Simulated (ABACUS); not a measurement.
Runs of ABACUS 3.10.1 on TiAl. The structure is cubic, space group Pm-3m (No. 221). The conventional cell has a = 3.179 Å, b = 3.179 Å, c = 3.179 Å, α = 90.00°, β = 90.00°, γ = 90.00°. Around Ti (site symmetry m-3m) lie 8 Al at 2.75 Å. Al (site symmetry m-3m) has 8 Ti at 2.75 Å as nearest neighbours. The cell comes from a database or a generator and needn't be the stable form of this composition.

| task | potentials or basis | cell | gap on the mesh (eV) | pressure (GPa) | V0 of scaled cells (Å³/atom) | B0 (GPa) |
| --- | --- | --- | --- | --- | --- | --- |
| single point | PseudoDojo NC SR 0.4.1 PBE standard, DZP LCAO (the cutoffs set its grid) | as given | none | (a) | - | - |
| equation of state | PseudoDojo NC SR 0.4.1 PBE standard, TZDP LCAO (the cutoffs set its grid) | as given | - | - | 16.22 | 111 |
| equation of state | PseudoDojo NC SR 0.4.1 PBE standard, DZP LCAO (the cutoffs set its grid) | as given | - | - | 16.30 | (b) |
| single point | PseudoDojo NC SR 0.4.1 PBE standard, DZP LCAO (the cutoffs set its grid) | atoms moved at random, drawn with an rms of 0.05 Å | none | 1.7 | - | - |
| single point | PseudoDojo NC SR 0.4.1 PBE standard, TZDP LCAO (the cutoffs set its grid) | as given | none | 1.1 | - | - |

Alike in all rows: level PBE; no spin polarisation; k mesh 8 × 8 × 8; cutoff (eV) 1361; smearing fermi-dirac 0.05 eV.

Problem. Fill in the values left out.

Solution. (a) 1.6; (b) 109.

Caveats: the atomic orbitals were generated for these runs and aren't a published set; the basis of atomic orbitals isn't converged, which shifts pressures, moduli and gaps.

A gap of «none» marks a metal or a gap under the smearing width.
